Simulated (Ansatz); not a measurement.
Crystal: MnO2.

```
Mn O
1.0
     2.90416    0.00000    0.00000
     0.00000    3.84481    0.00000
     0.00000    0.00000    6.16426
Mn O
2 4
Direct
  0.50000 0.50000 0.34330
  0.00000 0.00000 0.65670
  0.50000 0.00000 0.83757
  0.00000 0.50000 0.16243
  0.50000 0.00000 0.42180
  0.00000 0.50000 0.57820
```

Measurements of this composition are mostly on another form, of space group No. 136.

Base run:

| Item | Value |
| --- | --- |
| Program | Ansatz 0.2.0 |
| Functional | PBEsol |
| Potentials or basis | Ansatz PAW |
| Cutoff | 420 eV (not typed: the program's choice for these potentials) |
| k mesh | 9 × 7 × 5 |
| Occupations | fermi-dirac, width 0.05 eV |
| Spin | no spin polarisation |

Its results: band gap on the k mesh none (metal or under the smearing width); pressure -22.7 GPa; largest force 3.249 eV/Å.

**Question.** The run is repeated on the same cell with these changes: k mesh from 9 × 7 × 5 to 7 × 5 × 3; spin from no spin polarisation to non-collinear spin, random start. What comes out?

**Answer.** Band gap on the k mesh none (metal or under the smearing width); pressure -13.4 GPa; net moment 6.00 μB per cell; largest force 1.185 eV/Å.

Several settings changed at once, so the effect can't be laid on one alone.

Caveats: semilocal functionals often make such compounds metallic where correlation or magnetic order opens a gap, which also shifts bond lengths; the PAW data sets come from PBE, with cores solved anew for the run's functional, which leaves a small shift of forces and pressure; forces of over 1 eV/Å show positions far from the minimum, so gaps and moduli don't describe the material at rest; the starting moments weren't kept (some runs).
